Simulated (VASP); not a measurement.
# InP (F-43m) in VASP: further runs

The runs below take InP through electric field gradients, phonons, with r2SCAN.

Program: VASP 6.6.1. These are calculated values, not measurements. Logs are shortened: lines on timing, memory, paths and dates and some standing lists are left out, and cuts for length are marked.

**Measured values to compare with.**

A printed reference work, data compilation reports, for a bulk crystal of InP at 1.6 K: band gap 1.4236 eV (direct).

The results are compared with them further down.

### Step 1. The cell of the first run

Symmetry: F-43m, No. 216, cubic system. Conventional cell: a = 5.907 Å, b = 5.907 Å, c = 5.907 Å, α = 90.00°, β = 90.00°, γ = 90.00°. Within 3.4 Å of In (site symmetry -43m) lie 4 P at 2.56 Å. Within 3.4 Å of P (site symmetry -43m) lie 4 In at 2.56 Å.

### Step 2. Electric field gradients, r2SCAN

File POSCAR:

```
InP
1.0
    0.0000000000      2.9534409564      2.9534409564
    2.9534409564      0.0000000000      2.9534409564
    2.9534409564      2.9534409564      0.0000000000
In P
1 1
Direct
    0.0000000000      0.0000000000      0.0000000000
    0.7500000000      0.7500000000      0.7500000000
```

File INCAR.step1:

```
SYSTEM = InP
  ALGO = Normal
  EDIFF = 1E-4
  ENCUT = 520
  GGA = PE
  ISMEAR = 0
  LASPH = .True.
  LCHARG = .False.
  LREAL = .False.
  LWAVE = .True.
  NBANDS = 16
  NELM = 60
  PREC = Accurate
  SIGMA = 0.05
```

File INCAR.step2:

```
SYSTEM = InP
  ALGO = Normal
  EDIFF = 1E-8
  ENCUT = 520
  ISIF = 2
  ISMEAR = 0
  ISTART = 1
  LASPH = .True.
  LCHARG = .False.
  LEFG = .True.
  LMIXTAU = .True.
  LREAL = .False.
  LWAVE = .False.
  METAGGA = R2SCAN
  NBANDS = 16
  NELM = 60
  PREC = Accurate
  SIGMA = 0.05
```

File KPOINTS:

```
k-points
0
Gamma
  10 10 10
  0 0 0
```

Potentials or basis: VASP PAW PBE potentials, release 64 (In_d, P).

Run with:

```
$ cat potpaw_PBE.64/In_d/POTCAR potpaw_PBE.64/P/POTCAR > POTCAR
$ cp INCAR.step1 INCAR
$ mpirun -np 1 vasp_std > vasp.out
$ cp INCAR.step2 INCAR
$ mpirun -np 1 vasp_std > vasp.out
```

OUTCAR:

```text
SYSTEM = InP
   EDIFF = 1E-8
   ENCUT = 520
   ISIF = 2
   ISMEAR = 0
   ISTART = 1
   LASPH = .True.
   LREAL = .False.
   METAGGA = R2SCAN
   NELM = 60
   PREC = Accurate

 ion  position               nearest neighbor table
   1  0.000  0.000  0.000-   2 2.56   2 2.56   2 2.56   2 2.56
   2  0.750  0.750  0.750-   1 2.56   1 2.56   1 2.56   1 2.56

  LATTYP: Found a face centered cubic cell.
 ALAT       =     5.9068819128

  Lattice vectors:

 A1 = (   0.0000000000,   2.9534409564,   2.9534409564)
 A2 = (   2.9534409564,   0.0000000000,   2.9534409564)
 A3 = (   2.9534409564,   2.9534409564,   0.0000000000)

Analysis of symmetry for initial positions (statically):
=====================================================================
 Subroutine PRICEL returns:
 Original cell was already a primitive cell.

 Routine SETGRP: Setting up the symmetry group for a
 face centered cubic supercell.

 Subroutine GETGRP returns: Found 24 space group operations
 (whereof 24 operations were pure point group operations)
 out of a pool of 48 trial point group operations.

The static configuration has the point symmetry T_d .

Analysis of symmetry for dynamics (positions and initial velocities):
=====================================================================
 Subroutine PRICEL returns:
 Original cell was already a primitive cell.

 Routine SETGRP: Setting up the symmetry group for a
 face centered cubic supercell.

 Subroutine GETGRP returns: Found 24 space group operations
 (whereof 24 operations were pure point group operations)
 out of a pool of 48 trial point group operations.

The dynamic configuration has the point symmetry T_d .

 Subroutine INISYM returns: Found 24 space group operations
 (whereof 24 operations are pure point group operations),
 and found     1 'primitive' translations

----------------------------------------------------------------------------------------

                                     Primitive cell

  volume of cell :      51.5246

  direct lattice vectors                    reciprocal lattice vectors
     0.000000000  2.953440956  2.953440956    -0.169294056  0.169294056  0.169294056
     2.953440956  0.000000000  2.953440956     0.169294056 -0.169294056  0.169294056
     2.953440956  2.953440956  0.000000000     0.169294056  0.169294056 -0.169294056

  length of vectors
     4.176796256  4.176796256  4.176796256     0.293225907  0.293225907  0.293225907

  position of ions in fractional coordinates (direct lattice)
     0.000000000  0.000000000  0.000000000
     0.750000000  0.750000000  0.750000000

  ion indices of the primitive-cell ions
   primitive index   ion index
                 1           1
                 2           2

----------------------------------------------------------------------------------------

 KPOINTS: k-points

Automatic generation of k-mesh.
 Grid dimensions read from file:
 generate k-points for:   10   10   10

 Generating k-lattice:

  Cartesian coordinates                     Fractional coordinates (reciprocal lattice)
    -0.016929406  0.016929406  0.016929406     0.100000000  0.000000000  0.000000000
     0.016929406 -0.016929406  0.016929406     0.000000000  0.100000000  0.000000000
     0.016929406  0.016929406 -0.016929406     0.000000000  0.000000000  0.100000000

  Length of vectors
     0.029322591  0.029322591  0.029322591

  Shift w.r.t. Gamma in fractional coordinates (k-lattice)
     0.000000000  0.000000000  0.000000000

 Subroutine IBZKPT returns following result:
 ===========================================

 Found     47 irreducible k-points:

 Following reciprocal coordinates:
            Coordinates               Weight
  0.000000  0.000000  0.000000      1.000000
  0.100000  0.000000  0.000000      8.000000
  0.200000  0.000000  0.000000      8.000000
  0.300000  0.000000  0.000000      8.000000
  0.400000  0.000000  0.000000      8.000000
  0.500000  0.000000  0.000000      4.000000
[... 16 lines left out ...]
  0.300000  0.300000  0.000000      6.000000
  0.400000  0.300000  0.000000     24.000000
 [... further k-points ...]
   k-points           NKPTS =     47   k-points in BZ     NKDIM =     47   number of bands    NBANDS=     16
   number of dos      NEDOS =    301   number of ions     NIONS =      2
   total plane-waves  NPLWV =  32768
   dimension x,y,z NGX =    32 NGY =   32 NGZ =   32
   dimension x,y,z NGXF=    64 NGYF=   64 NGZF=   64
   ions per type =               1   1
   NGX,Y,Z   is equivalent  to a cutoff of  12.74, 12.74, 12.74 a.u.
   NGXF,Y,Z  is equivalent  to a cutoff of  25.47, 25.47, 25.47 a.u.
 SYSTEM =  InP
   PREC   = accura    normal or accurate (medium, high low for compatibility)
   ISTART =      1    job   : 0-new  1-cont  2-samecut
   ICHARG =      0    charge: 1-file 2-atom 10-const
   ISPIN  =      1    spin polarized calculation?
   LNONCOLLINEAR =      F non collinear calculations
   LSORBIT =      F    spin-orbit coupling
   LASPH  =      T    aspherical Exc in radial PAW
   ENCUT  =  520.0 eV  38.22 Ry    6.18 a.u.   7.77  7.77  7.77*2*pi/ulx,y,z
   NELM   =     60;   NELMIN=  2; NELMDL=  0     # of ELM steps
   EDIFF  = 0.1E-07   stopping-criterion for ELM
   LREAL  =      F    real-space projection
   EDIFFG = 0.1E-06   stopping-criterion for IOM
   NSW    =      0    number of steps for IOM
   IBRION =     -1    ionic relax: 0-MD 1-quasi-New 2-CG
   NFREE  =      0    steps in history (QN), initial steepest desc. (CG)
   ISIF   =      2    stress and relaxation
   ISYM   =      2    0-nonsym 1-usesym 2-fastsym
   POTIM  = 0.5000    time-step for ionic-motion
   TEBEG  =    0.0;   TEEND  =   0.0 temperature during run
   PSTRESS=    0.0 pullay stress
   NELECT =      18.0000    total number of electrons
   NUPDOWN=      -1.0000    fix difference up-down
   EMIN   =  10.00;   EMAX   =-10.00  energy-range for DOS
   EFERMI =   0.00;   METHOD = LEGACY
   ISMEAR =     0;   SIGMA  =   0.05  broadening in eV -4-tet -1-fermi 0-gaus
   EFERMI_NEDOS =   21; number of points for ismear=-14 and -15
   IALGO  =     38    algorithm
   IMIX   =      4    mixing-type and parameters
     AMIX     =   0.40;   BMIX     =  1.00
     AMIX_MAG =   1.60;   BMIX_MAG =  1.00
  volume/ion in A,a.u.               =      25.76       173.85
  Fermi-wavevector in a.u.,A,eV,Ry     =   1.152995  2.178844 18.087547  1.329397
  Thomas-Fermi vector in A             =   2.289642
   LORBIT       =      0    0 simple, 1 ext, 2 COOP (PROOUT), +10 PAW based schemes
   METAGGA = R2SCAN    functional components
   LHFCALC =     F    Hartree Fock is set to
   AEXX    =    0.0000 exact exchange contribution
   IVDW    =     0    specifies the selected vdW correction
   LEPSILON=     F    determine dielectric tensor
   LRPA    =     F    only Hartree local field effects (RPA)
 non-spin polarized calculation
 Gauss-broadening in eV      SIGMA  =   0.05
  energy-cutoff  :      520.00
  volume of cell :       51.52
 maximum number of plane-waves:      1411
   NGX = 15   NGY = 15   NGZ = 15

 number of electron      18.0000009 magnetization

 Free energy of the ion-electron system (eV)
  ---------------------------------------------------
  ext. energy  EPLUGINS =         0.00000000
  ---------------------------------------------------
  free energy    TOTEN  =       -32.29866566 eV

  energy without entropy =      -32.29866566  energy(sigma->0) =      -32.29866566

 E-fermi :   4.9965     XC(G=0):  -9.7725

 val. band max:        4.7568237189   @ k =   0.0000   0.0000   0.0000
 cond. band min:       5.7890824681   @ k =   0.0000   0.0000   0.0000
 fundamental gap:      1.0322587492
 Fermi energy:         4.9964876974

 k-point     1 :       0.0000    0.0000    0.0000
  band No.  band energies     occupation
      1      -9.8541      2.00000
      2      -9.8541      2.00000
      3      -9.8541      2.00000
      4      -9.6873      2.00000
      5      -9.6873      2.00000
      6      -7.0807      2.00000
[... 8 lines left out ...]
     15      14.6422      0.00000
     16      14.6422      0.00000

 k-point     2 :       0.1000    0.0000    0.0000
  band No.  band energies     occupation
      1      -9.8670      2.00000
      2      -9.8492      2.00000
      3      -9.8491      2.00000
      4      -9.6872      2.00000
      5      -9.6872      2.00000
      6      -6.9638      2.00000
[... 8 lines left out ...]
     15      14.1532      0.00000
     16      14.3387      0.00000

 k-point     3 :       0.2000    0.0000    0.0000
  band No.  band energies     occupation
      1      -9.8994      2.00000
      2      -9.8371      2.00000
      3      -9.8371      2.00000
      4      -9.6861      2.00000
      5      -9.6861      2.00000
      6      -6.6289      2.00000
[... 8 lines left out ...]
     15      13.7309      0.00000
     16      14.5937      0.00000

 k-point     4 :       0.3000    0.0000    0.0000
  band No.  band energies     occupation
      1      -9.9372      2.00000
      2      -9.8243      2.00000
      3      -9.8243      2.00000
      4      -9.6826      2.00000
      5      -9.6826      2.00000
      6      -6.1311      2.00000
[... 8 lines left out ...]
     15      14.0411      0.00000
     16      14.1529      0.00000
[... 324 lines left out ...]
 k-point    22 :      -0.2000    0.2000    0.0000
  band No.  band energies     occupation
      1      -9.9488      2.00000
      2      -9.8168      2.00000
      3      -9.8135      2.00000
      4      -9.6914      2.00000
      5      -9.6793      2.00000
      6      -5.9625      2.00000
[... 8 lines left out ...]
     15      15.5388      0.00000
     16      16.6258      0.00000

 k-point    23 :       0.3000    0.3000    0.0000
  band No.  band energies     occupation
      1      -9.9874      2.00000
      2      -9.7868      2.00000
      3      -9.7868      2.00000
      4      -9.7172      2.00000
      5      -9.6645      2.00000
      6      -5.8143      2.00000
[... 8 lines left out ...]
     15      15.4419      0.00000
     16      18.1685      0.00000

 k-point    24 :       0.4000    0.3000    0.0000
  band No.  band energies     occupation
      1     -10.0077      2.00000
      2      -9.7770      2.00000
      3      -9.7742      2.00000
      4      -9.7208      2.00000
      5      -9.6610      2.00000
      6      -5.3964      2.00000
[... 8 lines left out ...]
     15      15.8961      0.00000
     16      18.0309      0.00000

 [... further k-points ...]

------------------------ aborting loop because EDIFF is reached ----------------------------------------

  FORCE on cell =-STRESS in cart. coord.  units (eV):
  Direction    XX          YY          ZZ          XY          YZ          ZX
  --------------------------------------------------------------------------------------
  -------------------------------------------------------------------------------------
  Total       -0.0348989     -0.0348989     -0.0348989      0.0000000      0.0000000     -0.0000000
  in kB       -1.0851945     -1.0851945     -1.0851945      0.0000000      0.0000000     -0.0000000
  external PRESSURE =      -1.0851945 kB  Pullay stress =       0.0000000 kB

 VOLUME and BASIS-vectors are now :
 -----------------------------------------------------------------------------
  energy-cutoff  :      520.00
  volume of cell :       51.52
      direct lattice vectors                 reciprocal lattice vectors
     0.000000000  2.953440956  2.953440956    -0.169294056  0.169294056  0.169294056
     2.953440956  0.000000000  2.953440956     0.169294056 -0.169294056  0.169294056
     2.953440956  2.953440956  0.000000000     0.169294056  0.169294056 -0.169294056

 POSITION                                       TOTAL-FORCE (eV/Angst)
 -----------------------------------------------------------------------------------
      0.00000      0.00000      0.00000         0.000000      0.000000      0.000000
      4.43016      4.43016      4.43016        -0.000000     -0.000000     -0.000000
 -----------------------------------------------------------------------------------
    total drift:                                0.000002      0.000002      0.000002

  FREE ENERGIE OF THE ION-ELECTRON SYSTEM (eV)
  ---------------------------------------------------
  free  energy   TOTEN  =       -32.2986656627 eV

  energy  without entropy=      -32.2986656627  energy(sigma->0) =      -32.29866566

 Electric field gradients (V/A^2)
---------------------------------------------------------------------
 ion       V_xx      V_yy      V_zz      V_xy      V_xz      V_yz
---------------------------------------------------------------------
   1       0.000     0.000     0.000     0.002     0.002     0.002
   2       0.000     0.000     0.000    -0.000    -0.000    -0.000
---------------------------------------------------------------------

 Electric field gradients after diagonalization (V/A^2)
 (convention: |V_zz| > |V_xx| > |V_yy|)
----------------------------------------------------------------------
 ion       V_xx      V_yy      V_zz     asymmetry (V_yy - V_xx)/ V_zz
----------------------------------------------------------------------
   1      -0.002    -0.002     0.004       0.000
   2       0.000     0.000    -0.001       0.000
----------------------------------------------------------------------

           NMR quadrupolar parameters

 Cq : quadrupolar parameter    Cq=e*Q*V_zz/h
 eta: asymmetry parameters     (V_yy - V_xx)/ V_zz
 Q  : nuclear electric quadrupole moment in mb (millibarn)
----------------------------------------------------------------------
 ion       Cq(MHz)       eta       Q (mb)
----------------------------------------------------------------------
   1       0.000       0.000       1.000
   2      -0.000       0.000       1.000
----------------------------------------------------------------------
```

Run time: 2.6 min. Hardware: 1 thread of Intel Xeon 8259CL, shared host; peak memory 0.21 GiB.

Results:

```
Free energy                             : -32.2987 eV
Pressure                                : -0.1 GPa
Band gap on the k mesh                  : 1.03 eV
Largest electric field gradient by atom : under 0.05 V/Å² on every atom
```

Levels at points of the mesh, in eV from the valence-band top:
```tsv
k point	band 6	band 7	band 8	band 9	band 10	band 11	band 12	band 13
(0.00, 0.00, 0.00)	-11.84	0.00	0.00	0.00	1.03	4.44	4.44	4.44
(0.50, 0.00, 0.00)	-10.11	-5.75	-0.97	-0.97	1.80	5.16	5.16	7.50
(0.50, 0.50, 0.00)	-9.46	-5.77	-2.33	-2.33	2.04	2.55	9.73	10.15
```

Caveat: the PAW data sets were made with another functional, which shifts forces and pressure a little; spin-orbit coupling is left out, which moves the levels of the heavy elements.

### Step 3. Phonons, r2SCAN

File INCAR:

```
SYSTEM = InP
PREC = Accurate
ENCUT = 520
EDIFF = 1E-8
ISMEAR = 0
SIGMA = 0.05
LREAL = .False.
LASPH = .True.
NELM = 80
ALGO = Normal
ISIF = 2
LWAVE = .False.
LCHARG = .False.
METAGGA = R2SCAN
LMIXTAU = .True.
IBRION = 6
NFREE = 2
POTIM = 0.015
NSW = 1
```

File KPOINTS:

```
Automatic mesh
0
Gamma
  8 8 8
  0 0 0
```

POSCAR is that of step 2.

Potentials or basis: VASP PAW PBE potentials, release 64 (In_d, P).

Run with:

```
$ cat potpaw_PBE.64/In_d/POTCAR potpaw_PBE.64/P/POTCAR > POTCAR
$ mpirun -np 1 vasp_std > vasp.out
```

OUTCAR:

```text
SYSTEM = InP
   PREC = Accurate
   ENCUT = 520
   EDIFF = 1E-8
   ISMEAR = 0
   LREAL = .False.
   LASPH = .True.
   NELM = 80
   ISIF = 2
   METAGGA = R2SCAN
   IBRION = 6
   NFREE = 2
   POTIM = 0.015
   NSW = 1

 ion  position               nearest neighbor table
   1  0.000  0.000  0.000-   2 2.56   2 2.56   2 2.56   2 2.56
   2  0.750  0.750  0.750-   1 2.56   1 2.56   1 2.56   1 2.56

[... 769 lines left out ...]
  x    -0.00000    -0.00000    -0.00000     0.00000    -7.54212     0.00000
  y    -0.00000    -0.00000    -0.00000     0.00000     0.00000    -7.54212
  z    -0.00000    -0.00000    -0.00000    -7.54212     0.00000     0.00000

 INTERNAL STRAIN TENSOR FOR ION    2 for displacements in x,y,z  (eV/Angst):
          X           Y           Z          XY          YZ          ZX
  --------------------------------------------------------------------------------
  x    -0.00000    -0.00000    -0.00000     0.00000     7.54340     0.00000
  y    -0.00000    -0.00000    -0.00000     0.00000     0.00000     7.54340
  z    -0.00000    -0.00000    -0.00000     7.54340     0.00000     0.00000

 Eigenvectors and eigenvalues of the dynamical matrix
 ----------------------------------------------------

   1 f  =    8.844283 THz    55.570270 2PiTHz  295.013532 cm-1    36.577000 meV
             X         Y         Z           dx          dy          dz
      0.000000  0.000000  0.000000    -0.461622    0.000000    0.000000
      4.430161  4.430161  4.430161     0.887077    0.000000    0.000000
[... 21 lines left out ...]
   6 f/i=    0.006962 THz     0.043744 2PiTHz    0.232230 cm-1     0.028793 meV
             X         Y         Z           dx          dy          dz
      0.000000  0.000000  0.000000    -0.887077    0.000000    0.000000
      4.430161  4.430161  4.430161    -0.461622    0.000000    0.000000

 ELASTIC MODULI CONTR FROM IONIC RELAXATION (kBar)
 Direction    XX          YY          ZZ          XY          YZ          ZX
 --------------------------------------------------------------------------------
 XX          -0.0000     -0.0000     -0.0000     -0.0000     -0.0000     -0.0000
 YY          -0.0000     -0.0000     -0.0000     -0.0000     -0.0000     -0.0000
 ZZ          -0.0000     -0.0000     -0.0000     -0.0000     -0.0000     -0.0000
 XY          -0.0000     -0.0000     -0.0000   -226.3478      0.0000      0.0000
 YZ          -0.0000     -0.0000     -0.0000      0.0000   -226.3478      0.0000
 ZX          -0.0000     -0.0000     -0.0000      0.0000      0.0000   -226.3478
 --------------------------------------------------------------------------------
```

stdout:

```text
POSCAR found type information on POSCAR InP
 POSCAR found :  2 types and       2 ions
 scaLAPACK will be used
 -----------------------------------------------------------------------------
|                                                                             |
|                                                                             |
|     You enforced a specific xc type in the INCAR file but a different       |
|     I HOPE YOU KNOW WHAT YOU ARE DOING!                                     |
|                                                                             |
 -----------------------------------------------------------------------------

 LDA part: xc-table for (None), standard interpolation
 POSCAR, INCAR and KPOINTS ok, starting setup
 FFT: planning ... GRIDC
 FFT: planning ... GRID_SOFT
 FFT: planning ... GRID
 WAVECAR not read
 entering main loop
 Found     2 degrees of freedom:
 Finite differences POTIM= 0.01500 DOF=   2
 bond charge predicted
 Finite differences progress:
 bond charge predicted
 Finite differences progress:
 bond charge predicted
 Finite differences progress:
 bond charge predicted
 Finite differences progress:
```

Wall time 15 min (1 thread of Intel Xeon 8259CL, shared host); peak memory 0.27 GiB.

What came out:

| Quantity | Value |
| --- | --- |
| Highest phonon frequency at Γ, LO-TO splitting left out | 295 cm⁻¹ |

Phonon frequencies in cm⁻¹ (negative: imaginary):
| q point | frequencies |
| --- | --- |
| (0.000, 0.000, 0.000) | 0 0 0 295 295 295 |

Caveat: the PAW data sets were made with another functional, which shifts forces and pressure a little; spin-orbit coupling is left out, which moves the levels of the heavy elements.

### Step 4. How close it comes

Step 2. Measured gap of InP: 1.4236 eV (direct; 1.6 K; a printed reference work, data compilation). This calculation gives 1.03 eV (-0.39 eV). Spin-orbit coupling on In is left out. The value is that of r2SCAN, without temperature or zero-point motion.
